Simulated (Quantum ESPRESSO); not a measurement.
Input of a Quantum ESPRESSO 7.5 run:

pw.in

```
&CONTROL
  calculation = 'vc-relax'
  prefix = 'pwscf'
  outdir = './tmp'
  pseudo_dir = './pseudo'
  tprnfor = .true.
  tstress = .true.
  disk_io = 'low'
  nstep = 40
  forc_conv_thr = 0.0004
  etot_conv_thr = 1d-05
/
&SYSTEM
  ibrav = 0
  nat = 3
  ntyp = 2
  ecutwfc = 45
  ecutrho = 360
  nbnd = 21
  occupations = 'smearing'
  smearing = 'fd'
  degauss = 0.00367493
  vdw_corr = 'grimme-d3'
  dftd3_version = 4
/
&ELECTRONS
  conv_thr = 6d-10
  electron_maxstep = 120
  mixing_beta = 0.5
/
&IONS
  ion_dynamics = 'bfgs'
/
&CELL
  cell_dynamics = 'bfgs'
  press = 0
  press_conv_thr = 0.3
/
ATOMIC_SPECIES
Pt   195.0840 pt_pbesol_v1.4.uspp.F.UPF
S     32.0600 s_pbesol_v1.4.uspp.F.UPF
CELL_PARAMETERS angstrom
   3.5432000000    0.0000000000    0.0000000000
  -1.7716000000    3.0685012107    0.0000000000
   0.0000000000    0.0000000000    5.0388000000
ATOMIC_POSITIONS angstrom
Pt     0.0000000000    0.0000000000    0.0000000000
S      1.7716000002    1.0228337368    3.8949924000
S     -0.0000000002    2.0456674739    1.1438076000
K_POINTS automatic
9 9 5 0 0 0
```

Potentials or basis: GBRV 1.5 PBEsol.

The run is started by

```console
$ OMP_NUM_THREADS=1 mpirun -n 2 pw.x -nk 2 -in pw.in > pw.out
```

(1) Predict the space group after relaxing (to 0.05 Å).

(2) Predict the band gap on the k mesh.

(3) What does it give for the relaxed volume?

Results:

(1) P-3m1 (No. 164).

(2) none (metal or under the smearing width).

(3) 16.20 Å³/atom.

Caveat: pairwise dispersion overbinds metals, which lowers pressure and volume.
